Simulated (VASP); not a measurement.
# GaN in VASP: how settings move the r2SCAN single point

Aim: see what changed inputs do to the r2SCAN single point of GaN (rocksalt). This is a trial cell built on a prototype, not taken from a measured structure, and it needn't be the compound's ground state.

Program: VASP 6.6.1. PAW datasets, plane waves. (Calculated; spin-unpolarised; the phase may be known or hypothetical.)

**1. The structure to begin with**

The cell comes from an earlier relaxation with r2SCAN in another program.

It is cubic, Fm-3m (No. 225); conventional cell a = 4.217 Å, 9.37 Å³ an atom. Near Ga stand 6 N at 2.11 Å; near N stand 6 Ga at 2.11 Å.

Structure file:

```cif
data_structure
_symmetry_space_group_name_H-M 'P 1'
_symmetry_Int_Tables_number 1
_cell_length_a 2.9819
_cell_length_b 2.9819
_cell_length_c 2.9819
_cell_angle_alpha 60.000
_cell_angle_beta 60.000
_cell_angle_gamma 60.000
_cell_volume 18.75
loop_
_atom_site_label
_atom_site_type_symbol
_atom_site_fract_x
_atom_site_fract_y
_atom_site_fract_z
_atom_site_occupancy
Ga1 Ga 0.00000 0.00000 0.00000 1
N1 N 0.50000 0.50000 0.50000 1
```

**2. The reference run**

Contents of INCAR:

```
ENCUT = 520.000000
SIGMA = 0.010000
EDIFF = 1.00e-07
ALGO = Normal
METAGGA = R2SCAN
PREC = Accurate
IBRION = -1
ISIF = 2
ISMEAR = 0
NBANDS = 16
NELM = 120
NSW = 0
LASPH = .TRUE.
LCHARG = .TRUE.
LELF = .TRUE.
LWAVE = .FALSE.
LREAL = .FALSE.
```

Contents of KPOINTS:

```
KPOINTS created by Atomic Simulation Environment
0
Gamma
10 10 10
0 0 0
```

Contents of POSCAR:

```
Ga N
 1.0000000000000000
     0.0000000000000000    2.1085152342992446    2.1085152342992446
     2.1085152342992446    0.0000000000000000    2.1085152342992446
     2.1085152342992446    2.1085152342992446    0.0000000000000000
 Ga  N
   1   1
Cartesian
 -0.0000000000000000  0.0000000000000000 -0.0000000000000000
  2.1085152342992446  2.1085152342992446  2.1085152342992446
```

A file KPOINTS_OPT adds named points for the levels; it doesn't enter the self-consistent loop.

Potentials: the recommended PBE PAW datasets, 18 valence electrons.

Command:

```bash
mpirun -np 1 vasp_std
```

**3. Variant 1**

Edit INCAR of step 2 so:

```diff
@@ -13,5 +13,5 @@
 LASPH = .TRUE.
-LCHARG = .TRUE.
-LELF = .TRUE.
+LCHARG = .FALSE.
 LWAVE = .FALSE.
 LREAL = .FALSE.
+NELECT = 17
```

KPOINTS is that of step 2.

POSCAR is that of step 2.

**4. Variant 2**

Contents of INCAR:

```
ENCUT = 520.000000
SIGMA = 0.010000
ALGO = Normal
METAGGA = R2SCAN
PREC = Accurate
IBRION = -1
ISIF = 2
ISMEAR = 0
NBANDS = 16
NSW = 0
LASPH = .TRUE.
LCHARG = .FALSE.
LWAVE = .FALSE.
LREAL = .FALSE.
EDIFF = 1e-06
NELM = 50
```

KPOINTS is that of step 2.

POSCAR is that of step 2.

**Question.** What will these runs give? Wanted: for each run, changed; ending; energy change; pressure; electronic steps; usable.

As calculated:

| run | changed | ending | energy change (meV/atom) | pressure (GPa) | gap on the mesh (eV; negative: overlap) | electronic steps | time | usable |
| --- | --- | --- | --- | --- | --- | --- | --- | --- |
| ref. | – | converged | 0 | 1.4 | 1.18 | 16 | 44 s | yes |
| 1 | NELECT = 17 | converged | – | -99.9 | – | 17 | 40 s | no |
| 2 | EDIFF = 1e-06, NELM = 50 | converged | 0.0 | 1.4 | 1.18 | 14 | 37 s | yes |

Of 2 altered inputs, 1 ended normally on a faulty or unsound input, 1 gave usable results.
